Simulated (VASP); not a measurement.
A run of VASP 6.6.1:

The input INCAR:

```
SYSTEM = CdTe
ALGO     = Fast           ! electronic algorithm
EDIFF    = 1E-7           ! SCF threshold, eV
EDIFFG   = -0.002         ! ionic threshold
ENCUT    = 520            ! plane-wave cutoff, eV
GGA      = PE             ! functional
IBRION   = 2              ! ionic algorithm
ISIF     = 3              ! what is computed and relaxed
ISMEAR   = 0              ! smearing method
KPAR     = 4            
LASPH    = .True.         ! aspherical terms in the spheres
LCHARG   = .False.        ! write CHGCAR
LREAL    = .False.        ! projectors in reciprocal space
LWAVE    = .False.        ! write WAVECAR
NELM     = 100            ! most SCF steps
NSW      = 80             ! ionic steps
PREC     = Accurate       ! precision mode
SIGMA    = 0.02           ! smearing width, eV
```

File KPOINTS:

```
k-points
0
Gamma
  8 8 8
  0 0 0
```

POSCAR

```
CdTe
1.0
    0.0000000000      3.2050000000      3.2050000000
    3.2050000000      0.0000000000      3.2050000000
    3.2050000000      3.2050000000      0.0000000000
Cd Te
1 1
Direct
    0.0000000000      0.0000000000      0.0000000000
    0.2500000000      0.2500000000      0.2500000000
```

Potentials or basis: VASP PAW PBE potentials, release 64 (Cd, Te).

Launch:

```bash
$ cat potpaw_PBE.64/Cd/POTCAR potpaw_PBE.64/Te/POTCAR > POTCAR
$ mpirun -np 4 vasp_std > vasp.out
```

Hardware: 4 MPI ranks on Intel(R) Xeon(R) Platinum 8259CL CPU @ 2.50GHz (Skylake/Cascade Lake), with other jobs on the host.

Problem. How long does it take, and how much memory?

Solution. It took 27 s on 4 MPI ranks on Intel(R) Xeon(R) Platinum 8259CL CPU @ 2.50GHz (Skylake/Cascade Lake), with other jobs on the host, peak memory 0.22 GiB a rank. Counts: scf iterations 38, k points 29, ion steps 3.
